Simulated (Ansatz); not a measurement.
The system is ZnO (zincite).

```
Zn O
1.0
     3.24931    0.00000    0.00000
    -1.62465    2.81398    0.00000
     0.00000    0.00000    5.20571
Zn O
2 2
Direct
  0.66667 0.33333 0.00000
  0.33333 0.66667 0.50000
  0.33333 0.66667 0.87901
  0.66667 0.33333 0.37901
```

Base run:

```yaml
Program: Ansatz 0.2.0
Functional: PBEsol
Potentials_or_basis: all-electron LAPW, non-relativistic
Cutoff: 397 eV (chosen from the basis error)
Basis_error_allowed: 0.002 eV/atom
k_mesh: 9 × 9 × 5
Occupations: fermi-dirac, width 0.05 eV
Spin: no spin polarisation
```

Its results: band gap on the k mesh 0.96 eV, direct; pressure 0.0 GPa; largest force 0.072 eV/Å.

Question: The run is repeated on the same cell with these changes: potentials or basis from all-electron LAPW, non-relativistic to all-electron LAPW, inner shells corrected to Dirac's equation. What comes out?

Answer: Band gap on the k mesh 0.72 eV, direct; pressure -1.5 GPa; largest force 0.062 eV/Å.
